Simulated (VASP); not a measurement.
A run of VASP 6.6.1 is set up as follows.

INCAR

```
ALGO     = Normal         # electronic algorithm
EDIFF    = 1E-7           # SCF threshold, eV
EDIFFG   = -0.005         # ionic threshold
ENCUT    = 600            # plane-wave cutoff, eV
IBRION   = 2              # ionic algorithm
ISIF     = 3              # what is computed and relaxed
ISMEAR   = 1              # smearing method
LASPH    = T              # aspherical terms in the spheres
LCHARG   = F              # write CHGCAR
LMIXTAU  = T            
LREAL    = F              # projectors in reciprocal space
LWAVE    = F              # write WAVECAR
METAGGA  = R2SCAN         # meta-GGA
NELM     = 80             # most SCF steps
NSW      = 90             # ionic steps
PREC     = Accurate       # precision mode
PSTRESS  = 64.0         
SIGMA    = 0.1            # smearing width, eV
```

The input KPOINTS:

```
k-points
0
Gamma
  12 12 10
```

File POSCAR:

```
Sb                                      
1.0
    2.1216386977      1.2249286733      3.5348658940
   -2.1216386977      1.2249286733      3.5348658940
    0.0000000000     -2.4498573465      3.5348658940
  Sb            
     2
Direct
     0.2396827498490037    0.2396827498490037    0.2396827498490037
     0.7603172501509964    0.7603172501509964    0.7603172501509964
```

Potentials or basis: VASP PAW PBE potentials, release 64 (Sb).

Run with:

```bash
$ cat potpaw_PBE.64/Sb/POTCAR > POTCAR
$ mpirun -np 1 vasp_std > vasp.out
```

Problem. Predict the relaxed volume.

Solution. 27.55 Å³/atom.

Problem. Predict the relaxed cell.

Solution. a = 4.300 Å, b = 4.300 Å, c = 4.300 Å, α = 59.12°, β = 59.12°, γ = 59.12°.

Problem. Predict the space group after relaxing (to 0.05 Å).

Solution. R-3m (No. 166).

The path:
```csv
step,energy change (eV),largest force (eV/Å),pressure (GPa),volume (Å³)
1,0.0000,0.0040,6.37,55.12
2,0.0015,0.0006,6.44,55.08
3,0.0010,0.0011,6.41,55.10
```

Caveat: the cell is relaxed towards a set pressure, so the enthalpy falls and the energy may rise; the PAW data sets were made with another functional, which shifts forces and pressure a little. Spin-orbit coupling is left out, which matters for the levels of Sb.
